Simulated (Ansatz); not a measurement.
Equation of state of Fe under r2SCAN+D4

The structure is cubic, space group Im-3m (No. 229). Conventional cell: a = 2.886 Å, b = 2.886 Å, c = 2.886 Å, α = 90.00°, β = 90.00°, γ = 90.00°. Fe (site symmetry m-3m) has 8 Fe at 2.50 Å as nearest neighbours.

The cell was scaled at fixed shape and fractions and run with Ansatz, Ansatz PAW, cutoff 500 eV; r2SCAN+D4, k mesh 13 × 13 × 13 on the cell of 1 atom, fermi-dirac occupations of 0.05 eV, collinear spin, ferromagnetic start, no spin-orbit coupling. The potentials were made for PBE. Energies are those that the program minimises, any entropy of the smearing included. For a metal such a mesh isn't converged to the digits shown. The magnetic state is the one that the start led to, which needn't be the lowest.

```tsv
V (Å³/atom)	energy over the lowest row (meV/atom)
11.2976	8.79
11.5380	?
11.7784	0.00
12.0187	5.23
12.2591	15.79
12.4995	31.00
12.7399	50.45
```

Question: Fit the third-order Birch-Murnaghan form, give V0, B0 and B′, and predict the energy left open.

Answer: With y = (V0/V)^(2/3), E = E0 + (9 V0 B0/16) [(y - 1)³ B′ + (y - 1)² (6 - 4y)]. Least squares through the rows shown give V0 = 11.6908 Å³/atom, E0 = -0.40 meV, B0 = 207.1 GPa (1 eV/Å³ = 160.218 GPa) and B′ = 5.28, with a largest miss of 0.03 meV. At V = 11.5380 the form with these constants gives 0.93 meV; the run gave 0.96 meV an atom. Measured volume: 11.77 Å³/atom (pmc:2430951, doi:10.1186/1467-4866-9-5), so the fit lies -0.7 % from it. Measured modulus: 167.6 GPa at 300 K (pmc:5793612, doi:10.3390/ma11010114), so the fit lies +23.6 % from it. The runs are for a static lattice.
